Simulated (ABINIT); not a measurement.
# LiBr (Fm-3m): G0W0 with ABINIT, start to end

Wanted: ground state, empty states, screening and self-energy for LiBr (Fm-3m).

Method: PBE and many-body steps on it, plane waves, in ABINIT 10.8.3.

## (1) The starting structure

Symmetry: Fm-3m, No. 225, cubic system. Conventional cell: a = 5.501 Å, b = 5.501 Å, c = 5.501 Å, α = 90.00°, β = 90.00°, γ = 90.00°. Nearest to Li lie 6 Br at 2.75 Å. Br has 6 Li at 2.75 Å nearest. Farther neighbours and most contacts between anions are not listed.

The cell and positions come from the Crystallography Open Database and are kept as given unless a step says otherwise.

## (2) Ground state

This step: ABINIT 10.8.3; DFT, PBE with spin-orbit coupling, plane waves, norm-conserving pseudopotentials.

The ground-state density comes first.

Contents of run.abi:

```
acell 3*1.0 Angstrom
rprim 
  0.000000000000 2.750650000000 2.750650000000
  2.750650000000 0.000000000000 2.750650000000
  2.750650000000 2.750650000000 0.000000000000
ntypat 2
znucl 3 35
natom 2
typat 1 2
xred 
  0.000000000000 0.000000000000 0.000000000000
  0.500000000000 0.500000000000 0.500000000000
pp_dirpath "pseudos"
pseudos "Li.upf, Br.upf"
ecut 33
nspinor 2
ngkpt 6 6 6
nshiftk 1
shiftk 0 0 0
kptopt 1
chksymbreak 0
nband 20
occopt 1
tolvrs 1e-10
nstep 60
prtwf 0
optforces 0
optstress 0
indata_prefix "in"
outdata_prefix "out"
tmpdata_prefix "tmp"
```

Run with:

```sh
$ OMP_NUM_THREADS=1 mpirun -n 4 abinit run.abi > log
```

Numbers of over 12 decimals in the logs are rounded to 6 here.

Output:

```text
.Version 10.8.3 of ABINIT. v10.8.2 released Aug 2026.

 Symmetries : space group Fm -3 m (#225); Bravais cF (face-center cubic)
================================================================================
 Values of the parameters that define the memory need of the present run
     intxc =       0    ionmov =       0      iscf =       7    lmnmax =      16
     lnmax =      16     mgfft =      40  mpssoang =       5    mqgrid =    3001
     natom =       2  nloc_mem =       1    nspden =       1   nspinor =       2
    nsppol =       1      nsym =      48    n1xccc =    2501    ntypat =       2
    occopt =       1   xclevel =       2
-    mband =          20        mffmem =           1         mkmem =           4
       mpw =        2637          nfft =       64000          nkpt =          16
================================================================================
  Rough estimation (10% accuracy) of disk space for files :
================================================================================

--------------------------------------------------------------------------------
------------- Echo of variables that govern the present computation ------------
--------------------------------------------------------------------------------
 -outvars: echo values of preprocessed input variables --------
            acell      1.8897261259E+00  1.8897261259E+00  1.8897261259E+00 Bohr

      chksymbreak           0
             ecut      3.30000000E+01 Hartree
-          fftalg         312

              ixc     -101130
              kpt      0.00000000E+00  0.00000000E+00  0.00000000E+00
                       1.66666667E-01  0.00000000E+00  0.00000000E+00
                       3.33333333E-01  0.00000000E+00  0.00000000E+00
                       5.00000000E-01  0.00000000E+00  0.00000000E+00
                       1.66666667E-01  1.66666667E-01  0.00000000E+00
                       3.33333333E-01  1.66666667E-01  0.00000000E+00
                       5.00000000E-01  1.66666667E-01  0.00000000E+00
                      -3.33333333E-01  1.66666667E-01  0.00000000E+00
                      -1.66666667E-01  1.66666667E-01  0.00000000E+00
   [... 5 further rows ...]
                      -3.33333333E-01  3.33333333E-01  1.66666667E-01
                      -3.33333333E-01  5.00000000E-01  1.66666667E-01
         kptrlatt        6    0    0      0    6    0      0    0    6
          kptrlen      4.41062819E+01
P           mkmem           4
            natom           2
            nband          20
            ngfft          40      40      40
             nkpt          16
          nspinor           2
            nstep          60
             nsym          48
           ntypat           2
              occ      1.000000  1.000000  1.000000  1.000000  1.000000  1.000000
                       1.000000  1.000000  1.000000  1.000000  0.000000  0.000000
                       0.000000  0.000000  0.000000  0.000000  0.000000  0.000000
                       0.000000  0.000000
        optforces           0
        optstress           0
            prtwf           0
            rprim      0.0000000000E+00  2.7506500000E+00  2.7506500000E+00
[...]
spgroup         225

           tolvrs      1.00000000E-10

             xred      0.0000000000E+00  0.0000000000E+00  0.0000000000E+00
[...]
znucl        3.00000   35.00000

================================================================================

 chkinp: Checking input parameters for consistency.

================================================================================
== DATASET  1 ==================================================================
-   mpi_nproc: 4, omp_nthreads: 1 (-1 if OMP is not activated)

--- !DatasetInfo
iteration_state: {dtset: 1, }
dimensions: {natom: 2, nkpt: 16, mband: 20, nsppol: 1, nspinor: 2, nspden: 1, mpw: 2637, }
cutoff_energies: {ecut:  33.0, pawecutdg:  -1.0, }
electrons: {nelect:   1.00000000E+01, charge:   0.00000000E+00, occopt:   1.00000000E+00, tsmear:   1.00000000E-02, }

 Real(R)+Recip(G) space primitive vectors, cartesian coordinates (Bohr,Bohr^-1):
 R(1)=  0.0000000  5.1979752  5.1979752  G(1)= -0.0961913  0.0961913  0.0961913
 R(2)=  5.1979752  0.0000000  5.1979752  G(2)=  0.0961913 -0.0961913  0.0961913
 R(3)=  5.1979752  5.1979752  0.0000000  G(3)=  0.0961913  0.0961913 -0.0961913
 Unit cell volume ucvol=  2.8088762E+02 bohr^3
 Angles (23,13,12)=  6.00000000E+01  6.00000000E+01  6.00000000E+01 degrees

 getcut: wavevector=  0.0000  0.0000  0.0000  ngfft=  40  40  40
         ecut(hartree)=     33.000   => boxcut(ratio)=   2.10421

--- Pseudopotential description ------------------------------------------------
- Li Generated using ONCVPSP code by D. R. Hamann
-  3.00000   3.00000  180418                  znucl, zion, pspdat
12 -101130 1 -1 1944                          pspcod,pspxc,lmax,lloc,mmax
     nproj     2     2     0     0
     spin-orbit psp
        nprojso     3     0     0
  pspatm : epsatm=    2.74388100
         --- l  ekb(1:nproj) -->
[...]
spin-orbit 1    0.001498   -0.000454    0.000195
 pspatm: atomic psp has been read  and splines computed

- Br Generated using ONCVPSP code by D. R. Hamann
- 35.00000   7.00000  180423                  znucl, zion, pspdat
12 -101130 2 -1 1110                          pspcod,pspxc,lmax,lloc,mmax
     nproj     2     3     3     0
     spin-orbit psp
        nprojso     4     4     0
  pspatm : epsatm=   11.65225461
         --- l  ekb(1:nproj) -->
             0    0.878030    8.455347
             1    5.296960    0.884184    0.010490
             2    2.601663    0.386433    0.000588
  spin-orbit 1    0.408712   -0.253934    0.061012   -0.000372
  spin-orbit 2    0.108928   -0.011508    0.005488   -0.000068
 pspatm: atomic psp has been read  and splines computed

   1.43961356E+02                                ecore*ucvol(ha*bohr**3)
--------------------------------------------------------------------------------

_setup2: Arith. and geom. avg. npw (full set) are    2543.153    2543.120

================================================================================

--- !BeginCycle
iteration_state: {dtset: 1, }
solver: {iscf: 7, nstep: 60, nline: 4, wfoptalg: 0, }
tolerances: {tolvrs: 1.00E-10, }

     iter   Etot(hartree)      deltaE(h)  residm     vres2
 ETOT  1  -23.038888059446    -2.304E+01 4.211E-02 1.987E+01
 ETOT  2  -23.052549601860    -1.366E-02 1.660E-03 9.074E-01
 ETOT  3  -23.052616872501    -6.727E-05 2.846E-04 7.269E-02
 ETOT  4  -23.052618803595    -1.931E-06 1.622E-03 3.027E-03
 ETOT  5  -23.052618907167    -1.036E-07 3.010E-05 5.318E-05
 ETOT  6  -23.052618908926    -1.759E-09 4.164E-04 1.061E-06
 ETOT  7  -23.052618908965    -3.873E-11 2.424E-05 1.271E-08
 ETOT  8  -23.052618908966    -9.379E-13 5.022E-05 4.804E-11

 At SCF step    8       vres2   =  4.80E-11 < tolvrs=  1.00E-10 =>converged.

--- !ResultsGS
iteration_state: {dtset: 1, }
comment   : Summary of ground state results
lattice_vectors:
- [  0.0000000,   5.1979752,   5.1979752, ]
- [  5.1979752,   0.0000000,   5.1979752, ]
- [  5.1979752,   5.1979752,   0.0000000, ]
lattice_lengths: [   7.35105,    7.35105,    7.35105, ]
lattice_angles: [ 60.000,  60.000,  60.000, ] # degrees, (23, 13, 12)
lattice_volume:   2.8088762E+02
convergence: {deltae: -9.379E-13, res2:  4.804E-11, residm:  5.022E-05, diffor:  0.000E+00, }
etotal    :  -2.30526189E+01
entropy   :   0.00000000E+00
fermie    :   2.94384141E-02
cartesian_stress_tensor: null
pressure_GPa: null
xred      :
- [  0.0000E+00,   0.0000E+00,   0.0000E+00, Li]
- [  5.0000E-01,   5.0000E-01,   5.0000E-01, Br]
cartesian_forces: null
force_length_stats: {min: null, max: null, mean: null, }

 Integrated electronic density in atomic spheres:
 ------------------------------------------------
 Atom  Sphere_radius  Integrated_density
    1        2.00000          2.15256819
    2        2.00000          4.27228199
================================================================================

 ----iterations are completed or convergence reached----

 Mean square residual over all n,k,spin=   29.241E-08; max=  50.218E-06
 reduced coordinates (array xred) for    2 atoms
       0.000000000000      0.000000000000      0.000000000000
       0.500000000000      0.500000000000      0.500000000000
 rms dE/dt=  0.0000E+00; max dE/dt=  0.0000E+00; dE/dt below (all hartree)
    1       0.000000000000      0.000000000000      0.000000000000
    2       0.000000000000      0.000000000000      0.000000000000

 cartesian coordinates (angstrom) at end:
    1      0.000000     0.000000     0.000000
    2      2.750650     2.750650     2.750650
 length scales=  1.889726125908  1.889726125908  1.889726125908 bohr
              =  1.000000000000  1.000000000000  1.000000000000 angstroms
 prteigrs : about to open file out_EIG
 Fermi (or HOMO) energy (hartree) =   0.02944   Average Vxc (hartree)=  -0.31328
 Eigenvalues (hartree) for nkpt=  16  k points:
 kpt#   1, nband= 20, wtk=  0.00463, kpt=  0.0000  0.0000  0.0000 (reduced coord)
  -1.60717   -1.60717   -0.47055   -0.47055    0.00944    0.00944    0.02944    0.02944
   0.02944    0.02944    0.20441    0.20441    0.40921    0.40921    0.40921    0.40921
   0.40973    0.40973    0.47251    0.47303
 prteigrs : prtvol=0 or 1, do not print more k-points.

--- !EnergyTerms
iteration_state     : {dtset: 1, }
comment             : Components of total free energy in Hartree
kinetic             :  9.59049978529474E+00
hartree             :  3.26681202836890E+00
xc                  : -6.90212440223476E+00
Ewald energy        : -1.49909710692420E+01
psp_core            :  5.12522967297319E-01
local_psp           : -1.20882916768373E+01
non_local_psp       : -2.44106654161287E+00
total_energy        : -2.30526189089660E+01
total_energy_eV     : -6.27293717113279E+02
band_energy         : -4.27307078661741E+00

== END DATASET(S) ==============================================================
================================================================================

 -outvars: echo values of variables after computation  --------
           etotal     -2.3052618909E+01
            nband          20
             nkpt          16
          spgroup         225
 [... the other variables as echoed above ...]

 Calculation completed.
```

Elapsed: 17 s, on 4 MPI ranks of Arm Neoverse V1, shared host; peak memory 0.31 GiB; 68 s of CPU time.

Numbers from this step:

| Item | Value |
| --- | --- |
| total energy | -627.2937 eV |
| gap | 4.761 eV |
| k of the valence top | 0, 0, 0 |
| k of the conduction bottom | 0, 0, 0 |
| least direct gap | 4.761 eV |

The gap is direct, at Γ.

## (3) Bands along the symmetry lines

The cheap functional maps the bands first; the places of the edges decide which points the dearer methods must see.

Contents of run.abi:

```
acell 3*1.0 Angstrom
rprim 
  0.000000000000 2.750650000000 2.750650000000
  2.750650000000 0.000000000000 2.750650000000
  2.750650000000 2.750650000000 0.000000000000
ntypat 2
znucl 3 35
natom 2
typat 1 2
xred 
  0.000000000000 0.000000000000 0.000000000000
  0.500000000000 0.500000000000 0.500000000000
pp_dirpath "pseudos"
pseudos "Li.upf, Br.upf"
ecut 33
nspinor 2
iscf -2
irdden 1
kptopt 0
nkpt 26
kpt 
  0.00000000 0.00000000 0.00000000
  0.12500000 0.00000000 0.12500000
  0.25000000 0.00000000 0.25000000
  0.37500000 0.00000000 0.37500000
  0.50000000 0.00000000 0.50000000
  0.53125000 0.06250000 0.53125000
  0.56250000 0.12500000 0.56250000
  0.59375000 0.18750000 0.59375000
  0.62500000 0.25000000 0.62500000
  0.37500000 0.37500000 0.75000000
  0.28125000 0.28125000 0.56250000
  0.18750000 0.18750000 0.37500000
  0.09375000 0.09375000 0.18750000
  0.00000000 0.00000000 0.00000000
  0.12500000 0.12500000 0.12500000
  0.25000000 0.25000000 0.25000000
  0.37500000 0.37500000 0.37500000
  0.50000000 0.50000000 0.50000000
  0.50000000 0.43750000 0.56250000
  0.50000000 0.37500000 0.62500000
  0.50000000 0.31250000 0.68750000
  0.50000000 0.25000000 0.75000000
  0.50000000 0.18750000 0.68750000
  0.50000000 0.12500000 0.62500000
  0.50000000 0.06250000 0.56250000
  0.50000000 0.00000000 0.50000000
istwfk *1
nband 26
nbdbuf 6
tolwfr 1e-08
nstep 40
prtwf 0
prtvol 0
indata_prefix "in"
outdata_prefix "out"
tmpdata_prefix "tmp"
```

Output:

```text
.Version 10.8.3 of ABINIT. v10.8.2 released Aug 2026.

 Symmetries : space group Fm -3 m (#225); Bravais cF (face-center cubic)
[... echo of the input left out ...]
== DATASET  1 ==================================================================
-   mpi_nproc: 4, omp_nthreads: 1 (-1 if OMP is not activated)

--- !DatasetInfo
iteration_state: {dtset: 1, }
dimensions: {natom: 2, nkpt: 26, mband: 26, nsppol: 1, nspinor: 2, nspden: 1, mpw: 2637, }
cutoff_energies: {ecut:  33.0, pawecutdg:  -1.0, }
electrons: {nelect:   1.00000000E+01, charge:   0.00000000E+00, occopt:   1.00000000E+00, tsmear:   1.00000000E-02, }

 Real(R)+Recip(G) space primitive vectors, cartesian coordinates (Bohr,Bohr^-1):
 R(1)=  0.0000000  5.1979752  5.1979752  G(1)= -0.0961913  0.0961913  0.0961913
 R(2)=  5.1979752  0.0000000  5.1979752  G(2)=  0.0961913 -0.0961913  0.0961913
 R(3)=  5.1979752  5.1979752  0.0000000  G(3)=  0.0961913  0.0961913 -0.0961913
 Unit cell volume ucvol=  2.8088762E+02 bohr^3
 Angles (23,13,12)=  6.00000000E+01  6.00000000E+01  6.00000000E+01 degrees

 getcut: wavevector=  0.0000  0.0000  0.0000  ngfft=  40  40  40
         ecut(hartree)=     33.000   => boxcut(ratio)=   2.10421

--- Pseudopotential description ------------------------------------------------
- Li Generated using ONCVPSP code by D. R. Hamann
-  3.00000   3.00000  180418                  znucl, zion, pspdat
12 -101130 1 -1 1944                          pspcod,pspxc,lmax,lloc,mmax
     nproj     2     2     0     0
     spin-orbit psp
        nprojso     3     0     0
  pspatm : epsatm=    2.74388100
         --- l  ekb(1:nproj) -->
             0   -4.951545   -1.544799
             1   -2.250662   -0.474686
  spin-orbit 1    0.001498   -0.000454    0.000195
 pspatm: atomic psp has been read  and splines computed

- Br Generated using ONCVPSP code by D. R. Hamann
- 35.00000   7.00000  180423                  znucl, zion, pspdat
12 -101130 2 -1 1110                          pspcod,pspxc,lmax,lloc,mmax
     nproj     2     3     3     0
     spin-orbit psp
        nprojso     4     4     0
  pspatm : epsatm=   11.65225461
         --- l  ekb(1:nproj) -->
             0    0.878030    8.455347
             1    5.296960    0.884184    0.010490
             2    2.601663    0.386433    0.000588
  spin-orbit 1    0.408712   -0.253934    0.061012   -0.000372
  spin-orbit 2    0.108928   -0.011508    0.005488   -0.000068
 pspatm: atomic psp has been read  and splines computed

--------------------------------------------------------------------------------

================================================================================
 prteigrs : about to open file out_EIG
 Non-SCF case, kpt    1 (  0.00000  0.00000  0.00000), residuals and eigenvalues=
  8.51E-10  6.14E-09  3.46E-09  3.41E-09  4.21E-09  8.47E-09  9.11E-10  2.01E-09
  3.45E-09  9.42E-09  1.59E-09  6.67E-09  3.49E-09  4.03E-09  7.98E-09  5.42E-09
[...]
6.70E-08  5.16E-07
[...]
Non-SCF case, kpt    3 (  0.25000  0.00000  0.25000), residuals and eigenvalues=
[...]
Non-SCF case, kpt   25 (  0.50000  0.06250  0.56250), residuals and eigenvalues=
[...]
Non-SCF case, kpt   26 (  0.50000  0.00000  0.50000), residuals and eigenvalues=
[...]
2.8456E-01  2.8456E-01  4.4880E-01  4.4880E-01  4.7822E-01  4.7822E-01
  4.8269E-01  4.8269E-01  6.0342E-01  6.0342E-01  6.6781E-01  6.6814E-01
[...]
--- !ResultsGS
iteration_state: {dtset: 1, }
comment   : Summary of ground state results
lattice_vectors:
- [  0.0000000,   5.1979752,   5.1979752, ]
- [  5.1979752,   0.0000000,   5.1979752, ]
- [  5.1979752,   5.1979752,   0.0000000, ]
lattice_lengths: [   7.35105,    7.35105,    7.35105, ]
lattice_angles: [ 60.000,  60.000,  60.000, ] # degrees, (23, 13, 12)
lattice_volume:   2.8088762E+02
convergence: {deltae:  0.000E+00, res2:  0.000E+00, residm:  9.980E-09, diffor:  0.000E+00, }
etotal    :  -2.30526189E+01
entropy   :   0.00000000E+00
fermie    :   2.94384141E-02
cartesian_stress_tensor: null
pressure_GPa: null
xred      :
- [  0.0000E+00,   0.0000E+00,   0.0000E+00, Li]
- [  5.0000E-01,   5.0000E-01,   5.0000E-01, Br]
cartesian_forces: null
force_length_stats: {min: null, max: null, mean: null, }

 Integrated electronic density in atomic spheres:
 ------------------------------------------------
 Atom  Sphere_radius  Integrated_density
    1        2.00000          2.15256819
    2        2.00000          4.27228199
================================================================================

 ----iterations are completed or convergence reached----

 Mean square residual over all n,k,spin=   41.098E-10; max=  99.796E-10
 reduced coordinates (array xred) for    2 atoms
       0.000000000000      0.000000000000      0.000000000000
       0.500000000000      0.500000000000      0.500000000000

 cartesian coordinates (angstrom) at end:
    1      0.000000     0.000000     0.000000
    2      2.750650     2.750650     2.750650
 length scales=  1.889726125908  1.889726125908  1.889726125908 bohr
              =  1.000000000000  1.000000000000  1.000000000000 angstroms
 prteigrs : about to open file out_EIG
 Eigenvalues (hartree) for nkpt=  26  k points:
 kpt#   1, nband= 26, wtk=  1.00000, kpt=  0.0000  0.0000  0.0000 (reduced coord)
[...]
kpt#   2, nband= 26, wtk=  1.00000, kpt=  0.1250  0.0000  0.1250 (reduced coord)
[...]
kpt#   3, nband= 26, wtk=  1.00000, kpt=  0.2500  0.0000  0.2500 (reduced coord)
[...]
kpt#  25, nband= 26, wtk=  1.00000, kpt=  0.5000  0.0625  0.5625 (reduced coord)
[...]
0.66872    0.66907
 kpt#  26, nband= 26, wtk=  1.00000, kpt=  0.5000  0.0000  0.5000 (reduced coord)
[...]
-0.01346   -0.01346    0.25239    0.25239    0.28456    0.28456    0.44880    0.44880
   0.47822    0.47822    0.48269    0.48269    0.60342    0.60342    0.66781    0.66814
   0.66871    0.66900

== END DATASET(S) ==============================================================
================================================================================

 -outvars: echo values of variables after computation  --------
            nband          26
             nkpt          26
          spgroup         225
 [... the other variables as echoed above ...]

 Calculation completed.
```

The job ended after 18 s (4 MPI ranks; peak memory 0.31 GiB; 71 s of CPU time).

Numbers from this step:

```
gap                        : 4.761 eV
k of the valence top       : 0, 0, 0
k of the conduction bottom : 0, 0, 0
least direct gap           : 4.761 eV
```

The gap is 4.761 eV, as in the run before at this level.

Electronic bands along the path, in eV, zero at the top of the highest filled band; v1 is the highest filled band, c1 the lowest empty one:

| point | v4 | v3 | v2 | v1 | c1 | c2 | c3 | c4 |
| --- | --- | --- | --- | --- | --- | --- | --- | --- |
| Γ | 0.00 | 0.00 | 0.00 | 0.00 | 4.76 | 4.76 | 10.33 | 10.33 |
| halfway | -0.91 | -0.91 | -0.63 | -0.63 | 6.98 | 6.98 | 8.07 | 8.07 |
| X | -1.45 | -1.45 | -1.17 | -1.17 | 6.07 | 6.07 | 6.94 | 6.94 |
| halfway | -1.59 | -1.59 | -1.18 | -1.18 | 6.25 | 6.25 | 7.37 | 7.37 |
| U | -2.01 | -2.01 | -1.01 | -1.01 | 6.47 | 6.47 | 8.55 | 8.55 |
| jump to K | -2.01 | -2.01 | -1.01 | -1.01 | 6.47 | 6.47 | 8.55 | 8.55 |
| halfway | -1.08 | -1.08 | -0.23 | -0.23 | 6.55 | 6.55 | 8.68 | 8.68 |
| Γ | 0.00 | 0.00 | 0.00 | 0.00 | 4.76 | 4.76 | 10.33 | 10.33 |
| halfway | -0.47 | -0.47 | -0.14 | -0.14 | 5.79 | 5.79 | 9.03 | 9.03 |
| L | -0.61 | -0.61 | -0.27 | -0.27 | 5.45 | 5.45 | 7.93 | 7.93 |
| halfway | -1.53 | -1.53 | -0.75 | -0.75 | 6.88 | 6.88 | 7.71 | 7.71 |
| W | -2.19 | -2.19 | -1.29 | -1.29 | 7.83 | 7.83 | 8.40 | 8.40 |
| halfway | -1.68 | -1.68 | -1.26 | -1.26 | 6.58 | 6.58 | 7.65 | 7.65 |
| X | -1.45 | -1.45 | -1.17 | -1.17 | 6.07 | 6.07 | 6.94 | 6.94 |

[end of part 1 of 2]

[Paths, hosts, dates, memory and timing lines, banners, echoed tables and standing remarks are left out of the program output.]

[Logs are printed without paths, hosts, clocks, repeated set-up lines and the standing remarks that a program may print on its own settings, such as how far it seeks lower states.]

[Runs of the session that timed out or met a known fault of the program may be left out.]

[Hosts, paths, dates, database ids (printed as entryN), source tags and the programs' standing remarks are cut or masked in the printed files.]

[G0W0 gaps are taken among the corrected bands and points alone; a level outside them can change the order at an edge.]

[Where Ansatz stands beside ABINIT at settings called matched, ABINIT's density can come from a denser mesh and the files from another edition; pairs whose starting gaps differed by over 0.03 eV were left out, so agreement reads better than it is.]
